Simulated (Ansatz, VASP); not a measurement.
**PtS2 in VASP and in Ansatz**

File INCAR:

```
SYSTEM = PtS2
PREC = Accurate
ENCUT = 520
EDIFF = 1E-7
ISMEAR = 0
SIGMA = 0.1
LREAL = .False.
LASPH = .True.
NELM = 80
ALGO = Normal
ISIF = 2
LWAVE = .False.
LCHARG = .False.
GGA = CA
NBANDS = 18
```

The input KPOINTS:

```
regular mesh
0
Gamma
  6 6 4
  0 0 0
```

The input POSCAR:

```
PtS2
1.0
    3.5431994758      0.0000000000      0.0000000000
   -1.7715997379      3.0685007567      0.0000000000
    0.0000000000      0.0000000000      5.0388000000
Pt S
1 2
Direct
    0.0000000000      0.0000000000      0.0000000000
    0.3333333333      0.6666666667      0.2500000000
    0.6666666667      0.3333333333      0.7500000000
```

Input for Ansatz:

```yaml
crystal:
  lattice:
    - [3.5431994758, 0.0, 0.0]
    - [-1.7715997379, 3.0685007567, 0.0]
    - [0.0, 0.0, 5.0388]
  atoms:
    - { symbol: Pt, position: [0.0, 0.0, 0.0] }
    - { symbol: S, position: [0.3333333333, 0.6666666667, 0.25] }
    - { symbol: S, position: [0.6666666667, 0.3333333333, 0.75] }
basis:
  ecutwfc: 420
kpoints:
  mp_grid: { grid: [6, 6, 4] }
hamiltonian:
  xc: lda
scf:
  occupations: { method: gaussian, width: 0.1 }
output:
  forces: true
  stress: true
  eigenvalues: true
```

Alike in both runs: task single point; functional LDA; k mesh 6 × 6 × 4; occupations gaussian, width 0.1 eV; no spin polarisation.

|  | VASP | Ansatz |
| --- | --- | --- |
| version | VASP 6.6.1 | Ansatz 0.2.0 |
| potentials or method | VASP PAW LDA potentials, release 64 (Pt, S) | scalar-relativistic, plane waves, PAW |
| plane-wave cutoff (eV) | 520 | 420 |
| valence electrons in the cell | 22 | 30 |

Ansatz gave:

```
gap on the k mesh at the Fermi level (eV)       : 0.45
least direct gap on the mesh (eV)               : 1.22
pressure (GPa)                                  : -5.5
largest component of the traceless stress (GPa) : 1.50
rms of the force components (eV/Å)              : 0.329
```

Task: Which values does VASP return?

Result: gap on the k mesh at the Fermi level (eV): 0.45; least direct gap on the mesh (eV): 1.22; pressure (GPa): -5.5; largest component of the traceless stress (GPa): 1.47; rms of the force components (eV/Å): 0.328.

Atom by atom the forces differ by 0.001 eV/Å (rms over components). The two sets of potentials don't hold the same shells in valence.

Caveats: spin-orbit coupling is left out, which moves the levels of the heavy elements; the cell's inner coordinates are idealised or old, which leaves forces on the atoms.
